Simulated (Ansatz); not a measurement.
## MgO: band structure with LDA

MgO:

```
Mg O
1.0
     3.30779    0.00000    0.00000
    -1.65389    2.86463    0.00000
     0.00000    0.00000    4.98288
Mg O
2 2
Direct
  0.66667 0.33333 0.50216
  0.33333 0.66667 0.00216
  0.66667 0.33333 0.90244
  0.33333 0.66667 0.40244
```

Measurements of this composition are mostly on another form, of space group No. 225.

```
Program             : Ansatz 0.2.0
Task                : band structure
Functional          : LDA
Potentials or basis : all-electron LAPW, scalar-relativistic
Cutoff              : 332 eV (chosen from the basis error)
Basis error allowed : 0.002 eV/atom
k mesh              : 9 × 9 × 6
Occupations         : fermi-dirac, width 0.05 eV
Spin                : no spin polarisation
```

```yaml
Pressure: -4.1 GPa
Largest_force: 0.038 eV/Å
Band_gap_on_the_k_mesh: 3.36 eV, direct
Band_gap_along_the_path: 3.36 eV, direct
```

Forces on the atoms (eV/Å):
```
Mg   0.000  0.000  0.038
Mg   0.000  0.000  0.038
O    0.000  0.000 -0.038
O    0.000  0.000 -0.038
```

Stress tensor (GPa, compression positive):
```
-4.23  0.00  0.00
 0.00 -4.23  0.00
 0.00  0.00 -3.79
```

Levels at the corners of the path, in eV from the valence-band top:
```csv
point,band 15,band 16,band 17,band 18,band 19,band 20,band 21,band 22
Γ,-0.79,-0.45,-0.45,0.00,3.36,8.32,10.16,13.83
M,-1.79,-1.33,-0.85,-0.52,7.59,7.90,9.05,10.54
K,-1.99,-1.31,-1.24,-1.24,8.10,8.16,9.95,9.95
Γ,-0.79,-0.45,-0.45,0.00,3.36,8.32,10.16,13.83
A,-0.62,-0.62,-0.62,-0.62,5.87,5.87,12.97,12.97
L,-0.95,-0.95,-0.73,-0.73,7.19,7.19,10.61,10.61
H,-2.15,-2.15,-0.39,-0.39,8.29,8.29,9.73,9.73
A,-0.62,-0.62,-0.62,-0.62,5.87,5.87,12.97,12.97
```

Wall time 20 s on 2 threads of Arm Neoverse V1, on a shared host, peak memory 0.35 GiB.

Expect the measured gap to be larger: semilocal functionals such as LDA lack the derivative discontinuity.
